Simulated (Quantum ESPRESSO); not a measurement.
# LiCl (Fm-3m) in Quantum ESPRESSO: single point with PBE

Aim: the single point of LiCl with PBE.

All numbers are computed with Quantum ESPRESSO 7.5; they aren't measurements. Logs are shortened: lines on timing, memory, paths and dates and some standing lists are left out, and cuts for length are marked.

## 1. The structure

Symmetry: Fm-3m, No. 225, cubic system. Conventional cell: a = 5.130 Å, b = 5.130 Å, c = 5.130 Å, α = 90.00°, β = 90.00°, γ = 90.00°. Cl (site symmetry m-3m) is surrounded by 6 Li at 2.56 Å. Around Li (site symmetry m-3m) lie 6 Cl at 2.56 Å.

## 2. Single point, PBE

pw.in

```
&CONTROL
  calculation = 'scf'
  prefix = 'pwscf'
  outdir = './tmp'
  pseudo_dir = './pseudo'
  tprnfor = .true.
  tstress = .true.
  disk_io = 'nowf'
/
&SYSTEM
  ibrav = 0
  nat = 2
  ntyp = 2
  ecutwfc = 70
  nbnd = 10
  occupations = 'smearing'
  smearing = 'fd'
  degauss = 0.00367493
/
&ELECTRONS
  conv_thr = 4d-10
  electron_maxstep = 120
  mixing_beta = 0.5
/
ATOMIC_SPECIES
Cl    35.4500 Cl_ONCV_PBE-1.2.upf
Li     6.9400 Li_ONCV_PBE-1.2.upf
CELL_PARAMETERS angstrom
   0.0000000000    2.5647700000    2.5647700000
   2.5647700000    0.0000000000    2.5647700000
   2.5647700000    2.5647700000    0.0000000000
ATOMIC_POSITIONS crystal
Cl     0.5000000000    0.5000000000    0.5000000000
Li     0.0000000000    0.0000000000    0.0000000000
K_POINTS automatic
7 7 7 0 0 0
```

Potentials or basis: SG15 PBE 1.2.

The run is started by

```sh
$ OMP_NUM_THREADS=1 mpirun -n 2 pw.x -nk 2 -in pw.in > pw.out
```

pw.out:

```text
This program is part of the open-source Quantum ESPRESSO suite
     for quantum simulation of materials; please cite
[... 6 lines left out ...]
     using ibrav=0 with symmetry is DISCOURAGED, use correct ibrav instead

     K-points division:     npool     =       2
     Subspace diagonalization in iterative solution of the eigenvalue problem:
     a serial algorithm will be used

     G-vector sticks info
     --------------------
     sticks:   dense  smooth     PW     G-vecs:    dense   smooth      PW
     Sum         913     913    271                18053    18053    2975

     Using Slab Decomposition

     bravais-lattice index     =            0
     lattice parameter (alat)  =       6.8543  a.u.
     unit-cell volume          =     227.7046 (a.u.)^3
     number of atoms/cell      =            2
     number of atomic types    =            2
     number of electrons       =        10.00
     number of Kohn-Sham states=           10
     kinetic-energy cutoff     =      70.0000  Ry
     charge density cutoff     =     280.0000  Ry
     scf convergence threshold =      4.0E-10
     mixing beta               =       0.5000
     number of iterations used =            8  plain     mixing
     Exchange-correlation= PBE
                           (   1   4   3   4   0   0   0)

     celldm(1)=   6.854287  celldm(2)=   0.000000  celldm(3)=   0.000000
     celldm(4)=   0.000000  celldm(5)=   0.000000  celldm(6)=   0.000000

     crystal axes: (cart. coord. in units of alat)
               a(1) = (   0.000000   0.707107   0.707107 )
               a(2) = (   0.707107   0.000000   0.707107 )
               a(3) = (   0.707107   0.707107   0.000000 )

     reciprocal axes: (cart. coord. in units 2 pi/alat)
               b(1) = ( -0.707107  0.707107  0.707107 )
               b(2) = (  0.707107 -0.707107  0.707107 )
               b(3) = (  0.707107  0.707107 -0.707107 )

     PseudoPot. # 1 for Cl read from file:
     Cl_ONCV_PBE-1.2.upf
     Pseudo is Norm-conserving, Zval =  7.0
     Generated using ONCVPSP code by D. R. Hamann
     Using radial grid of  602 points,  4 beta functions with:
                l(1) =   0
                l(2) =   0
                l(3) =   1
                l(4) =   1

     PseudoPot. # 2 for Li read from file:
     Li_ONCV_PBE-1.2.upf
     Pseudo is Norm-conserving, Zval =  3.0
     Generated using ONCVPSP code by D. R. Hamann
     Using radial grid of  602 points,  4 beta functions with:
                l(1) =   0
                l(2) =   0
                l(3) =   1
                l(4) =   1

     atomic species   valence    mass     pseudopotential
     Cl                7.00    35.45000     Cl( 1.00)
     Li                3.00     6.94000     Li( 1.00)

     48 Sym. Ops., with inversion, found

   Cartesian axes

     site n.     atom                  positions (alat units)
         1        Cl     tau(   1) = (   0.7071068   0.7071068   0.7071068  )
         2        Li     tau(   2) = (   0.0000000   0.0000000   0.0000000  )

     number of k points=    20  Fermi-Dirac smearing, width (Ry)=  0.0037
                       cart. coord. in units 2pi/alat
        k(    1) = (   0.0000000   0.0000000   0.0000000), wk =   0.0058309
        k(    2) = (   0.1010153   0.1010153  -0.1010153), wk =   0.0466472
        k(    3) = (   0.2020305   0.2020305  -0.2020305), wk =   0.0466472
        k(    4) = (   0.3030458   0.3030458  -0.3030458), wk =   0.0466472
        k(    5) = (   0.2020305  -0.0000000   0.0000000), wk =   0.0349854
        k(    6) = (   0.3030458   0.1010153  -0.1010153), wk =   0.1399417
[... 12 lines left out ...]
        k(   19) = (  -0.1010153  -0.5050763   0.7071068), wk =   0.1399417
        k(   20) = (   0.0000000  -0.4040610   0.6060915), wk =   0.1399417

     Dense  grid:    18053 G-vectors     FFT dimensions: (  40,  40,  40)

     Initial potential from superposition of free atoms

     starting charge       9.8826, renormalised to      10.0000
     Starting wfcs are random

     Self-consistent Calculation

     iteration #  1     ecut=    70.00 Ry     beta= 0.50
     Davidson diagonalization with overlap
     ethr =  1.00E-02,  avg # of iterations =  7.8

     Threshold (ethr) on eigenvalues was too large:
     Diagonalizing with lowered threshold

     Davidson diagonalization with overlap
     ethr =  1.10E-04,  avg # of iterations =  3.9

     total energy              =     -44.70249629 Ry
     estimated scf accuracy    <       0.01123458 Ry

     iteration #  2     ecut=    70.00 Ry     beta= 0.50
     Davidson diagonalization with overlap
     ethr =  1.12E-04,  avg # of iterations =  1.2

     total energy              =     -44.70400339 Ry
     estimated scf accuracy    <       0.00126971 Ry

     iteration #  3     ecut=    70.00 Ry     beta= 0.50
     Davidson diagonalization with overlap
     ethr =  1.27E-05,  avg # of iterations =  2.9

     total energy              =     -44.70417163 Ry
     estimated scf accuracy    <       0.00020049 Ry

     iteration #  4     ecut=    70.00 Ry     beta= 0.50
     Davidson diagonalization with overlap
     ethr =  2.00E-06,  avg # of iterations =  3.2

     total energy              =     -44.70419534 Ry
     estimated scf accuracy    <       0.00000270 Ry

     iteration #  5     ecut=    70.00 Ry     beta= 0.50
     Davidson diagonalization with overlap
     ethr =  2.70E-08,  avg # of iterations =  2.1

     total energy              =     -44.70419647 Ry
     estimated scf accuracy    <       0.00000014 Ry

     iteration #  6     ecut=    70.00 Ry     beta= 0.50
     Davidson diagonalization with overlap
     ethr =  1.44E-09,  avg # of iterations =  2.0

     total energy              =     -44.70419653 Ry
     estimated scf accuracy    <          5.0E-09 Ry

     iteration #  7     ecut=    70.00 Ry     beta= 0.50
     Davidson diagonalization with overlap
     ethr =  5.03E-11,  avg # of iterations =  2.4

     End of self-consistent calculation

          k = 0.0000 0.0000 0.0000 (  2229 PWs)   bands (ev):

   -41.8606 -11.7562   1.6091   1.6091   1.6091   7.9489  13.6806  13.6806
    13.6806  16.1537

          k = 0.1010 0.1010-0.1010 (  2226 PWs)   bands (ev):

   -41.8601 -11.6586   0.9471   1.5568   1.5568   8.5145  12.7400  13.4302
    13.4303  14.8322

          k = 0.2020 0.2020-0.2020 (  2241 PWs)   bands (ev):

   -41.8589 -11.4243  -0.2598   1.4467   1.4467   8.8259  12.0922  12.0922
    12.8949  16.1470

          k = 0.3030 0.3030-0.3030 (  2247 PWs)   bands (ev):

   -41.8580 -11.2183  -1.0854   1.3652   1.3652   8.4827  11.3061  11.3061
    14.2901  18.2280

          k = 0.2020-0.0000 0.0000 (  2233 PWs)   bands (ev):

   -41.8599 -11.6247   1.0097   1.3777   1.3777   8.8531  12.4642  12.8449
    13.7689  13.7689

          k = 0.3030 0.1010-0.1010 (  2239 PWs)   bands (ev):

   -41.8590 -11.4314   0.0685   1.1938   1.2333   9.5900  11.6554  11.9054
    13.2415  14.7100

          k = 0.4041 0.2020-0.2020 (  2251 PWs)   bands (ev):

   -41.8580 -11.2078  -0.8193   0.9790   1.1375   9.3470  11.0883  12.1930
    13.0992  16.3535

          k =-0.2020-0.4041 0.4041 (  2257 PWs)   bands (ev):

   -41.8577 -11.1350  -1.0611   0.7708   1.2438   9.1557  11.1794  11.6245
    13.9711  17.9833

          k =-0.1010-0.3030 0.3030 (  2252 PWs)   bands (ev):

   -41.8583 -11.2799  -0.5353   0.7773   1.4408   9.3800  11.7382  11.7542
    12.8697  15.9368

          k =-0.0000-0.2020 0.2020 (  2239 PWs)   bands (ev):

   -41.8594 -11.5131   0.3626   1.0981   1.5851   9.1915  12.0297  12.5875
    12.8723  14.5019

          k = 0.4041-0.0000 0.0000 (  2253 PWs)   bands (ev):

   -41.8584 -11.2961  -0.2058   0.9030   0.9030  10.2778  10.9366  11.5375
    14.4488  14.4488

          k = 0.5051 0.1010-0.1010 (  2259 PWs)   bands (ev):

   -41.8576 -11.1087  -0.7627   0.5324   0.7788  10.0107  10.8960  12.1702
    13.9661  15.5061

          k =-0.1010-0.5051 0.5051 (  2258 PWs)   bands (ev):

   -41.8572 -11.0147  -0.8467  -0.0261   0.8941   9.8015  11.6582  12.8614
    12.9207  16.0751

          k = 0.0000-0.4041 0.4041 (  2255 PWs)   bands (ev):

   -41.8575 -11.0955  -0.5376  -0.1560   1.1815   9.8625  12.1244  12.1297
    12.4538  16.8322

          k = 0.6061-0.0000 0.0000 (  2257 PWs)   bands (ev):

   -41.8572 -10.9903  -1.1406   0.5592   0.5592   9.6494  10.1054  13.6024
    15.5040  15.5040

          k =-0.0000-0.6061 0.6061 (  2253 PWs)   bands (ev):

   -41.8570 -10.9472  -1.1389   0.2279   0.6058   9.6950  10.5813  13.6799
    14.6010  15.6034

          k = 0.4041 0.2020 0.0000 (  2255 PWs)   bands (ev):

   -41.8581 -11.2377  -0.4071   0.5388   1.1594  10.3835  11.1424  11.3918
    13.4129  15.1787

          k =-0.2020-0.4041 0.6061 (  2257 PWs)   bands (ev):

   -41.8575 -11.0707  -0.7929   0.1581   0.9799  10.2401  11.0180  12.2524
    13.1263  16.6226

          k =-0.1010-0.5051 0.7071 (  2251 PWs)   bands (ev):

   -41.8572 -10.9864  -0.9283   0.1430   0.6180  10.2636  10.9057  12.4803
    13.9312  16.1170

          k = 0.0000-0.4041 0.6061 (  2243 PWs)   bands (ev):

   -41.8571 -10.9693  -0.6277  -0.3761   0.6867  10.5142  11.8201  12.5059
    12.5247  16.7559

     the Fermi energy is     3.4559 ev

!    total energy              =     -44.70419654 Ry
     estimated scf accuracy    <          2.7E-10 Ry
     smearing contrib. (-TS)   =       0.00000000 Ry
     internal energy E=F+TS    =     -44.70419654 Ry

     The total energy is F=E-TS. E is the sum of the following terms:
     one-electron contribution =     -10.97005399 Ry
     hartree contribution      =       7.60818065 Ry
     xc contribution           =      -9.18745972 Ry
     ewald contribution        =     -32.15486348 Ry

     convergence has been achieved in   7 iterations

     Forces acting on atoms (cartesian axes, Ry/au):

     atom    1 type  1   force =     0.00000000   -0.00000000   -0.00000000
     atom    2 type  2   force =    -0.00000000    0.00000000   -0.00000000

     Total force =     0.000000     Total SCF correction =     0.000000

     Computing stress (Cartesian axis) and pressure

          total   stress  (Ry/bohr**3)                   (kbar)     P=        4.06
   0.00002759  -0.00000000   0.00000000            4.06       -0.00        0.00
  -0.00000000   0.00002759   0.00000000           -0.00        4.06        0.00
   0.00000000  -0.00000000   0.00002759            0.00       -0.00        4.06

=------------------------------------------------------------------------------=
   JOB DONE.
=------------------------------------------------------------------------------=
```

It took 4.4 s on 2 MPI ranks of Arm Neoverse V1, shared host; peak memory 0.12 GiB.

Results:

```yaml
Free_energy: -608.2316 eV
Pressure: 0.4 GPa
Band_gap_on_the_k_mesh: 6.34 eV, direct
```

Levels at points of the mesh, in eV from the valence-band top:
```
           k point  band 2  band 3  band 4  band 5  band 6  band 7  band 8  band 9
(0.00, 0.00, 0.00)  -13.37    0.00    0.00    0.00    6.34   12.07   12.07   12.07
```

Caveat: this potential file gives levels or pressures that part from those of other sets. As with any semilocal functional, this PBE gap is likely too small.
